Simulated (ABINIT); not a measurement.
# C (P6_3/mmc) in ABINIT: band structure with r2SCAN

Aim: the band structure of C with r2SCAN.

The COD entry that gives the cell may itself be a prediction, so a difference from it is no test against experiment.

All numbers are computed with ABINIT 10.8.3 (patched build); they aren't measurements. Logs are shortened: lines on timing, memory, paths and dates and some standing lists are left out, and cuts for length are marked. The log counts tension as positive stress, the text compression.

## Step 1: Starting point

The structure is hexagonal, space group P6_3/mmc (No. 194). Conventional cell: a = 2.522 Å, b = 2.522 Å, c = 8.237 Å, α = 90.00°, β = 90.00°, γ = 120.00°. C (site symmetry 3m) is surrounded by 4 C at 1.54 Å. Around C (site symmetry 3m) lie 4 C at 1.54 Å.

This is a hexagonal form of diamond, not graphite.

## Step 2: Band structure, r2SCAN

run.abi

```
# Datasets: ground state, then fixed potential
ndtset 2

# Pseudopotentials
pp_dirpath "./"
pseudos "C.GGA_PBE-JTH.xml"

# Structure
acell 3*1.0
rprim
     4.7660782589     0.0000000000     0.0000000000
    -2.3830391295     4.1275448487     0.0000000000
     0.0000000000     0.0000000000    15.5658630612
ntypat 1
znucl 6
natom 8
typat 1 1 1 1 1 1 1 1
xcart
     1.2610500001     0.7280675569     6.9500531250
    -0.0000000001     1.4561351140     2.8315031250
     1.2610500001     0.7280675569     5.4055968750
    -0.0000000001     1.4561351140     1.2870468750
     0.0000000000     0.0000000000     7.4648718750
     0.0000000000     0.0000000000     3.3463218750
     0.0000000000     0.0000000000     4.8907781250
     0.0000000000     0.0000000000     0.7722281250 Angstrom

# Plane-wave basis
ecut 23.0
pawecutdg 45.0

# Exchange and correlation
ixc -497498
usekden 1
pawxcdev 0

# Bands and occupations
occopt 3
tsmear 0.05 eV

# SCF cycle
nstep 100

# Output
iomode 3
prtwf 0
prteig 0
prtebands 0
enunit 1
prtden1 1
prtkden1 1
prtvha1 1
prtvclmb1 1
prtpot1 1

# Dataset 1
kptopt1 1
ngkpt1 12 12 4
nshiftk1 1
shiftk1 0.0 0.0 0.0
nband1 21
tolvrs1 1.0e-7

# Dataset 2: bands along G-M-K-G-A-L-H-A
iscf2 -2
getden2 1
getkden2 1
nband2 27
nbdbuf2 4
tolwfr2 1.0e-11
kptopt2 -7
ndivsm2 5
prteig2 1
prtvol2 -3
kptbounds2
     0.0000000000     0.0000000000     0.0000000000
     0.5000000000     0.0000000000     0.0000000000
     0.3333333333     0.3333333333     0.0000000000
     0.0000000000     0.0000000000     0.0000000000
     0.0000000000     0.0000000000     0.5000000000
     0.5000000000     0.0000000000     0.5000000000
     0.3333333333     0.3333333333     0.5000000000
     0.0000000000     0.0000000000     0.5000000000
```

Potentials or basis: JTH PAW PBE v2.0.

Run with:

```sh
abinit run.abi > log 2>&1
```

run.abo:

```text
.Version 10.8.3 of ABINIT
 DATASET    1 : space group P6_3/m m c (#194); Bravais hP (primitive hexag.)
================================================================================
 Values of the parameters that define the memory need for DATASET  1.
     intxc =       0    ionmov =       0      iscf =      17    lmnmax =       8
     lnmax =       4     mgfft =      72  mpssoang =       2    mqgrid =    4701
     natom =       8  nloc_mem =       2    nspden =       1   nspinor =       1
    nsppol =       1      nsym =      24    n1xccc =       1    ntypat =       1
    occopt =       3   xclevel =       2
       mpw =        1632          nfft =       41472          nkpt =          57
 PAW method is used; the additional fine FFT grid is defined by:
   mgfftf=        96    nfftf =     86400
================================================================================
================================================================================

 DATASET    2 : space group P6_3/m m c (#194); Bravais hP (primitive hexag.)
================================================================================
 Values of the parameters that define the memory need for DATASET  2.
     intxc =       0    ionmov =       0      iscf =      -2    lmnmax =       8
     lnmax =       4     mgfft =      72  mpssoang =       2    mqgrid =    4701
     natom =       8  nloc_mem =       2    nspden =       1   nspinor =       1
    nsppol =       1      nsym =      24    n1xccc =       1    ntypat =       1
    occopt =       3   xclevel =       2
       mpw =        1636          nfft =       41472          nkpt =         110
 PAW method is used; the additional fine FFT grid is defined by:
   mgfftf=        96    nfftf =     86400
================================================================================
================================================================================

--------------------------------------------------------------------------------
------------- Echo of variables that govern the present computation ------------
--------------------------------------------------------------------------------
 -outvars: echo values of preprocessed input variables --------
            acell      1.0000000000E+00  1.0000000000E+00  1.0000000000E+00 Bohr
              amu      1.20110000E+01
             ecut      2.30000000E+01 Hartree
           enunit           1
           getden1          0
           getden2          1
          getkden1          0
          getkden2          1
             iscf1         17
             iscf2         -2
              ixc     -497498
           jdtset        1    2
           kptopt1          1
           kptopt2         -7
         kptrlatt       12    0    0      0   12    0      0    0    4
          kptrlen1     5.71929391E+01
          kptrlen2     3.00000000E+01
            natom           8
            nband1         21
            nband2         27
           nbdbuf1          0
           nbdbuf2          4
           ndtset           2
           ndivsm1          0
           ndivsm2          5
            ngfft          24      24      72
          ngfftdg          30      30      96
             nkpt1         57
             nkpt2        110
            nstep         100
             nsym          24
           ntypat           1
           occopt           3
        pawecutdg      4.50000000E+01 Hartree
         pawxcdev           0
        prtebands           0
           prteig1          0
           prteig2          1
          prtkden           1
           prtpot1          1
           prtpot2          0
         prtvclmb1          1
         prtvclmb2          0
           prtvha1          1
           prtvha2          0
           prtvol1          0
           prtvol2         -3
            prtwf           0
            rprim      4.7660782589E+00  0.0000000000E+00  0.0000000000E+00
                      -2.3830391295E+00  4.1275448487E+00  0.0000000000E+00
                       0.0000000000E+00  0.0000000000E+00  1.5565863061E+01
           shiftk1     0.00000000E+00  0.00000000E+00  0.00000000E+00
           shiftk2     5.00000000E-01  5.00000000E-01  5.00000000E-01
          spgroup         194
           tolvrs1     1.00000000E-07
           tolvrs2     0.00000000E+00
           tolwfr1     0.00000000E+00
           tolwfr2     1.00000000E-11
           tsmear      1.83746611E-03 Hartree
            typat      1  1  1  1  1  1  1  1
          usekden           1
           useylm           1
           xangst      1.2610499996E+00  7.2806755721E-01  6.9500531236E+00
[... 1406 lines left out ...]
Result for kinetic energy density :

--------------------------------------------------------------------------------
 Total kinetic energy density [Ha/Bohr^3]
)     Maximum=    8.3093E-01  at reduced coord.    0.6667    0.3333    0.6563
)     Minimum=    1.1788E-02  at reduced coord.    0.6667    0.3333    0.2500
   Integrated=    2.7638E+01
--------------------------------------------------------------------------------

--- !ResultsGS
iteration_state: {dtset: 2, }
comment   : Summary of ground state results
lattice_vectors:
- [  4.7660783,   0.0000000,   0.0000000, ]
- [ -2.3830391,   4.1275448,   0.0000000, ]
- [  0.0000000,   0.0000000,  15.5658631, ]
lattice_lengths: [   4.76608,    4.76608,   15.56586, ]
lattice_angles: [ 90.000,  90.000, 120.000, ] # degrees, (23, 13, 12)
lattice_volume:   3.0621480E+02
convergence: {deltae:  0.000E+00, res2:  0.000E+00, residm:  9.996E-12, diffor:  0.000E+00, }
etotal    :  -4.45384459E+01
entropy   :   0.00000000E+00
fermie    :   4.33066886E-01
cartesian_stress_tensor: null
pressure_GPa: null
xred      :
- [  6.6667E-01,   3.3333E-01,   8.4375E-01,  C]
- [  3.3333E-01,   6.6667E-01,   3.4375E-01,  C]
- [  6.6667E-01,   3.3333E-01,   6.5625E-01,  C]
- [  3.3333E-01,   6.6667E-01,   1.5625E-01,  C]
- [  3.4404E-10,   3.3643E-10,   9.0625E-01,  C]
- [  3.4404E-10,   3.3643E-10,   4.0625E-01,  C]
- [  3.4404E-10,   3.3643E-10,   5.9375E-01,  C]
- [  3.4404E-10,   3.3643E-10,   9.3750E-02,  C]
cartesian_forces: null
force_length_stats: {min: null, max: null, mean: null, }
...

 Integrated electronic density in atomic spheres:
 ------------------------------------------------
 Atom  Sphere_radius  Integrated_density
    1        1.50737          2.65912073
    2        1.50737          2.65912073
    3        1.50737          2.65912073
    4        1.50737          2.65912073
    5        1.50737          2.65779999
    6        1.50737          2.65779999
    7        1.50737          2.65779999
    8        1.50737          2.65779999

================================================================================

 ----iterations are completed or convergence reached----

 Mean square residual over all n,k,spin=   43.390E-13; max=  99.965E-13
 reduced coordinates (array xred) for    8 atoms
       0.666666667011      0.333333333670      0.843750000401
       0.333333333677      0.666666667003      0.343750000401
       0.666666667011      0.333333333670      0.656250000274
       0.333333333677      0.666666667003      0.156250000274
       0.000000000344      0.000000000336      0.906250000443
       0.000000000344      0.000000000336      0.406250000443
       0.000000000344      0.000000000336      0.593750000232
       0.000000000344      0.000000000336      0.093750000232

 cartesian coordinates (angstrom) at end:
    1      1.26104999957419     0.72806755721161     6.95005312360892
    2      0.00000000042581     1.45613511368839     2.83150312639107
    3      1.26104999957419     0.72806755721161     5.40559687360893
    4      0.00000000042581     1.45613511368839     1.28704687639107
    5      0.00000000044345     0.00000000073484     7.46487187360892
    6      0.00000000044345     0.00000000073484     3.34632187639107
    7      0.00000000044345     0.00000000073484     4.89077812360892
    8      0.00000000044345     0.00000000073484     0.77222812639107
 length scales=  1.000000000000  1.000000000000  1.000000000000 bohr
              =  0.529177210544  0.529177210544  0.529177210544 angstroms
 Eigenvalues (   eV  ) for nkpt= 110  k points:
 kpt#   1, nband= 27, wtk=  1.00000, kpt=  0.0000  0.0000  0.0000 (reduced coord)
 -12.47475  -10.70420  -10.65178   -6.48717   -3.82986    3.21422    3.29050    7.14765
   7.14765    8.27686    8.27686    8.51597    8.51597   10.12204   10.35691   10.35691
  15.79671   15.79671   16.34873   17.71926   17.71926   18.04975   18.72280   18.72280
  18.82548   18.93628   19.82143
 kpt#   2, nband= 27, wtk=  1.00000, kpt=  0.0263  0.0000  0.0000 (reduced coord)
 -12.45695  -10.68674  -10.63423   -6.47109   -3.81376    3.22267    3.29916    7.04890
   7.10523    8.18682    8.24555    8.42461    8.47711   10.09046   10.27458   10.32734
  15.81907   15.84127   16.38728   17.71773   17.78256   18.10560   18.69950   18.76415
  18.88920   19.00886   19.85878
 kpt#   3, nband= 27, wtk=  1.00000, kpt=  0.0526  0.0000  0.0000 (reduced coord)
 -12.40356  -10.63440  -10.58162   -6.42291   -3.76565    3.24748    3.32436    6.76359
   6.98285    7.92510    8.15321    8.16056    8.36448    9.99957   10.03713   10.24025
  15.87083   15.97168   16.49194   17.70071   17.96742   18.27382   18.64699   18.88937
  19.08670   19.18970   19.90262
 kpt#   4, nband= 27, wtk=  1.00000, kpt=  0.0789  0.0000  0.0000 (reduced coord)
 -12.31464  -10.54724  -10.49400   -6.34267   -3.68588    3.28696    3.36417    6.32040
[... 519 lines left out ...]
 -11.95146  -11.95146   -8.45314   -8.45314   -0.99040   -0.99040    7.10446    7.10446
   7.30781    7.30781    7.61634    7.61634    9.32520    9.32520    9.51499    9.51499
  16.61034   16.61034   16.79119   16.79119   17.62017   17.62017   19.08236   19.08269
  19.45181   19.45717   19.68861
 kpt# 109, nband= 27, wtk=  1.00000, kpt=  0.0152  0.0152  0.5000 (reduced coord)
 -12.00435  -12.00435   -8.50379   -8.50379   -1.03194   -1.03194    7.37710    7.37710
   7.43214    7.43214    7.63659    7.63659    9.55675    9.55675    9.60835    9.60835
  16.62793   16.62793   16.67974   16.67974   17.46507   17.46507   18.92325   18.92328
  19.42455   19.43449   19.48228
 kpt# 110, nband= 27, wtk=  1.00000, kpt=  0.0000  0.0000  0.5000 (reduced coord)
 -12.02197  -12.02197   -8.52069   -8.52069   -1.04584   -1.04584    7.47290    7.47290
   7.47290    7.47290    7.64320    7.64320    9.63892    9.63892    9.63892    9.63892
  16.63534   16.63534   16.63534   16.63534   17.41354   17.41354   18.86355   18.86355
  19.41704   19.41704   19.41704

== END DATASET(S) ==============================================================
================================================================================

 -outvars: echo values of variables after computation  --------
            acell      1.0000000000E+00  1.0000000000E+00  1.0000000000E+00 Bohr
           etotal1    -4.4538445871E+01
            fcart1    -0.0000000000E+00  1.9570800477E-27  6.1520702376E-03
                      -3.6157462157E-27 -7.4369041814E-27  6.1520702376E-03
                      -0.0000000000E+00  3.0008560732E-27 -6.1520702376E-03
                       1.8078731078E-27  1.9570800477E-27 -6.1520702376E-03
                      -4.9716510465E-27  2.2180240540E-27  1.0308619045E-02
                      -0.0000000000E+00 -3.2618000795E-27  1.0308619045E-02
                       3.6157462157E-27 -1.1742480286E-27 -1.0308619045E-02
                       3.1637779387E-27  2.7399120668E-27 -1.0308619045E-02
            rprim      4.7660782589E+00  0.0000000000E+00  0.0000000000E+00
                      -2.3830391295E+00  4.1275448487E+00  0.0000000000E+00
                       0.0000000000E+00  0.0000000000E+00  1.5565863061E+01
           strten1     1.0524389453E-04  1.0524389413E-04 -3.1792927630E-04
                       0.0000000000E+00  0.0000000000E+00  1.4593960162E-13
           xangst      1.2610499996E+00  7.2806755721E-01  6.9500531236E+00
                       4.2581351654E-10  1.4561351137E+00  2.8315031264E+00
                       1.2610499996E+00  7.2806755721E-01  5.4055968736E+00
                       4.2581351654E-10  1.4561351137E+00  1.2870468764E+00
                       4.4345267249E-10  7.3483864879E-10  7.4648718736E+00
                       4.4345267249E-10  7.3483864879E-10  3.3463218764E+00
                       4.4345267249E-10  7.3483864879E-10  4.8907781236E+00
                       4.4345267249E-10  7.3483864879E-10  7.7222812639E-01
             xred      6.6666666701E-01  3.3333333367E-01  8.4375000040E-01
                       3.3333333368E-01  6.6666666700E-01  3.4375000040E-01
                       6.6666666701E-01  3.3333333367E-01  6.5625000027E-01
                       3.3333333368E-01  6.6666666700E-01  1.5625000027E-01
                       3.4404344188E-10  3.3643336265E-10  9.0625000044E-01
                       3.4404344188E-10  3.3643336265E-10  4.0625000044E-01
                       3.4404344188E-10  3.3643336265E-10  5.9375000023E-01
                       3.4404344188E-10  3.3643336265E-10  9.3750000232E-02
 Calculation completed.
```

It took 7.8 min on 1 thread of Arm Neoverse V2, shared host; peak memory 0.23 GiB.

What came out:

```
Free energy             : -1211.9529 eV
Pressure                : 1.1 GPa
Largest force           : 0.530 eV/Å
Band gap on the k mesh  : 4.61 eV, indirect (least direct gap 5.44 eV)
Band gap along the path : 4.61 eV, indirect (least direct gap 5.44 eV)
```

Forces on the atoms (eV/Å):
```
C    0.000  0.000  0.316
C    0.000  0.000  0.316
C    0.000  0.000 -0.316
C    0.000  0.000 -0.316
C    0.000  0.000  0.530
C    0.000  0.000  0.530
C    0.000  0.000 -0.530
C    0.000  0.000 -0.530
```

Levels at the corners of the path, in eV from the valence-band top:
| point | band 13 | band 14 | band 15 | band 16 | band 17 | band 18 | band 19 | band 20 |
| --- | --- | --- | --- | --- | --- | --- | --- | --- |
| Γ | -1.84 | -0.23 | 0.00 | 0.00 | 5.44 | 5.44 | 5.99 | 7.36 |
| M | -5.28 | -4.81 | -3.90 | -3.10 | 4.66 | 5.82 | 6.17 | 6.31 |
| K | -7.48 | -5.95 | -5.95 | -4.26 | 6.66 | 6.66 | 8.23 | 8.85 |
| Γ | -1.84 | -0.23 | 0.00 | 0.00 | 5.44 | 5.44 | 5.99 | 7.36 |
| A | -0.72 | -0.72 | -0.72 | -0.72 | 6.28 | 6.28 | 6.28 | 6.28 |
| L | -4.98 | -4.98 | -3.86 | -3.86 | 5.04 | 5.04 | 7.47 | 7.47 |
| H | -5.66 | -5.66 | -5.37 | -5.37 | 5.52 | 5.52 | 10.23 | 10.23 |
| A | -0.72 | -0.72 | -0.72 | -0.72 | 6.28 | 6.28 | 6.28 | 6.28 |

Caveat: totals of a meta-GGA on PAW files have another zero than those of a GGA; the PAW data sets were made with another functional, which shifts forces and pressure a little; the atomic spheres overlap.
